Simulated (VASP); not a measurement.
Input of a VASP 6.6.1 run:

File INCAR:

```
SYSTEM = InAs
PREC = Accurate
ENCUT = 520
EDIFF = 1E-6
ISMEAR = -1
SIGMA = 0.05
LREAL = .FALSE.
LASPH = .TRUE.
NELM = 60
ALGO = Normal
ISIF = 2
LWAVE = .FALSE.
LCHARG = .FALSE.
METAGGA = TPSS
LMIXTAU = .TRUE.
NBANDS = 16
```

File KPOINTS:

```
Automatic mesh
0
G
  8 8 8
  0 0 0
```

File POSCAR:

```
InAs
1.0
    0.0000000000      3.0180000000      3.0180000000
    3.0180000000      0.0000000000      3.0180000000
    3.0180000000      3.0180000000      0.0000000000
In As
1 1
Direct
    0.0000000000      0.0000000000      0.0000000000
    0.7500000000      0.7500000000      0.7500000000
```

KPOINTS_OPT

```
path GXWKGLUWLK,UX
15
line-mode
reciprocal
 0.0000000000  0.0000000000  0.0000000000  G
 0.5000000000  0.0000000000  0.5000000000  X

 0.5000000000  0.0000000000  0.5000000000  X
 0.5000000000  0.2500000000  0.7500000000  W

 0.5000000000  0.2500000000  0.7500000000  W
 0.3750000000  0.3750000000  0.7500000000  K

 0.3750000000  0.3750000000  0.7500000000  K
 0.0000000000  0.0000000000  0.0000000000  G

 0.0000000000  0.0000000000  0.0000000000  G
 0.5000000000  0.5000000000  0.5000000000  L

 0.5000000000  0.5000000000  0.5000000000  L
 0.6250000000  0.2500000000  0.6250000000  U

 0.6250000000  0.2500000000  0.6250000000  U
 0.5000000000  0.2500000000  0.7500000000  W

 0.5000000000  0.2500000000  0.7500000000  W
 0.5000000000  0.5000000000  0.5000000000  L

 0.5000000000  0.5000000000  0.5000000000  L
 0.3750000000  0.3750000000  0.7500000000  K

 0.6250000000  0.2500000000  0.6250000000  U
 0.5000000000  0.0000000000  0.5000000000  X
```

Potentials or basis: VASP PAW PBE potentials, release 64 (In_d, As).

The run is started by

```console
$ cat potpaw_PBE.64/In_d/POTCAR potpaw_PBE.64/As/POTCAR > POTCAR
$ mpirun -np 1 vasp_std > vasp.out
```

**Question.** Predict the band gap along the path.

**Answer.** None (metal or under the smearing width).

**Question.** What does it give for the pressure?

**Answer.** 3.6 GPa.

Levels at the corners of the path, in eV from the Fermi level:
```tsv
point	band 5	band 6	band 7	band 8	band 9	band 10	band 11	band 12	band 13	band 14
Γ	-14.39	-12.10	-0.11	-0.05	-0.05	-0.05	3.99	3.99	3.99	7.56
X	-14.37	-10.04	-5.93	-2.42	-2.42	1.51	2.07	9.30	9.46	9.46
X	-14.37	-10.04	-5.93	-2.42	-2.42	1.51	2.07	9.30	9.46	9.46
W	-14.38	-9.99	-5.77	-3.07	-2.99	4.27	4.29	5.11	6.13	10.01
W	-14.38	-9.99	-5.77	-3.07	-2.99	4.27	4.29	5.11	6.13	10.01
K	-14.38	-10.06	-5.79	-3.40	-2.04	2.11	4.31	7.43	7.54	7.89
K	-14.38	-10.06	-5.79	-3.40	-2.04	2.11	4.31	7.43	7.54	7.89
Γ	-14.39	-12.10	-0.11	-0.05	-0.05	-0.05	3.99	3.99	3.99	7.56
Γ	-14.39	-12.10	-0.11	-0.05	-0.05	-0.05	3.99	3.99	3.99	7.56
L	-14.38	-10.59	-5.89	-1.06	-1.06	1.01	4.74	4.74	6.85	9.13
L	-14.38	-10.59	-5.89	-1.06	-1.06	1.01	4.74	4.74	6.85	9.13
U	-14.38	-10.06	-5.79	-3.40	-2.04	2.11	4.31	7.43	7.54	7.89
U	-14.38	-10.06	-5.79	-3.40	-2.04	2.11	4.31	7.43	7.54	7.89
W	-14.38	-9.99	-5.77	-3.07	-2.99	4.27	4.29	5.11	6.13	10.01
W	-14.38	-9.99	-5.77	-3.07	-2.99	4.27	4.29	5.11	6.13	10.01
L	-14.38	-10.59	-5.89	-1.06	-1.06	1.01	4.74	4.74	6.85	9.13
L	-14.38	-10.59	-5.89	-1.06	-1.06	1.01	4.74	4.74	6.85	9.13
K	-14.38	-10.06	-5.79	-3.40	-2.04	2.11	4.31	7.43	7.54	7.89
U	-14.38	-10.06	-5.79	-3.40	-2.04	2.11	4.31	7.43	7.54	7.89
X	-14.37	-10.04	-5.93	-2.42	-2.42	1.51	2.07	9.30	9.46	9.46
```

Caveat: the PAW data sets were made with another functional, which shifts forces and pressure a little; spin-orbit coupling is left out, which moves the levels of the heavy elements; this crystal is a semiconductor, whose small gap the functional closes, so the metal is an error of the method.

**The experiment to reproduce.**

From a printed reference work, data compilation, for a bulk crystal of InAs at 4.2 K: band gap 0.418 eV (direct).

A measured gap of InAs is 0.418 eV (direct; 4.2 K; a printed reference work, data compilation); the calculated 0.00 eV misses it by -0.42 eV. Spin-orbit coupling on As, In is left out. The value is that of TPSS, without temperature or zero-point motion.
